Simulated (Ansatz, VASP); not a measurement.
## Rb: VASP beside Ansatz

File INCAR:

```
PREC = Accurate ; ENCUT = 520
EDIFF = 1E-6 ; ISMEAR = 0
SIGMA = 0.15 ; LREAL = False
LASPH = True ; NELM = 100
ALGO = Normal ; ISIF = 2
LWAVE = False ; LCHARG = False
GGA = PE ; IVDW = 12
NBANDS = 16
```

File KPOINTS:

```
Automatic mesh
0
Gamma
  10 10 6
```

The input POSCAR:

```
Rb
1.0
    2.8451095518     -4.3297492603      0.0000000000
    2.8451095518      4.3297492603      0.0000000000
    0.0000000000      0.0000000000      8.4852222573
Rb
2
Direct
    0.8359965595      0.1640034405      0.7500000000
    0.1640034405      0.8359965595      0.2500000000
```

Input for Ansatz:

```yaml
crystal:
  lattice:
    - [2.8451095518, -4.3297492603, 0.0]
    - [2.8451095518, 4.3297492603, 0.0]
    - [0.0, 0.0, 8.4852222573]
  atoms:
    - { symbol: Rb, position: [0.8359965595, 0.1640034405, 0.75] }
    - { symbol: Rb, position: [0.1640034405, 0.8359965595, 0.25] }
basis:
  ecutwfc: 420
kpoints:
  mp_grid: { grid: [10, 10, 6] }
hamiltonian:
  xc: pbe
  dispersion: d3bj
scf:
  occupations: { method: gaussian, width: 0.15 }
output:
  forces: true
  stress: true
  eigenvalues: true
```

Change from the starting cell: normal strain along x +0.1500, normal strain along z +0.0550.

Alike in both runs: task single point; functional PBE; dispersion D3(BJ); k mesh 10 × 10 × 6; occupations gaussian, width 0.15 eV; no spin polarisation.

|  | VASP | Ansatz |
| --- | --- | --- |
| version | VASP 6.6.1 | Ansatz 0.2.0 |
| potentials or method | VASP PAW PBE potentials, release 64 (Rb_sv) | scalar-relativistic, plane waves, PAW |
| plane-wave cutoff (eV) | 520 | 420 |
| valence electrons in the cell | 18 | 18 |

```tsv
	VASP	Ansatz	Ansatz less VASP
gap on the k mesh at the Fermi level (eV)	none	none	-
pressure (GPa)	-0.4	-0.4	0.00
largest component of the traceless stress (GPa)	0.13	0.13	0.000
rms of the force components (eV/Å)	0.014	0.014	0.0000
```

Atom by atom the forces differ by 0.000 eV/Å (rms over components). A gap of «none» marks a metal or a gap that the smearing closes.

Caveats: pairwise dispersion overbinds metals, which lowers pressure and volume.
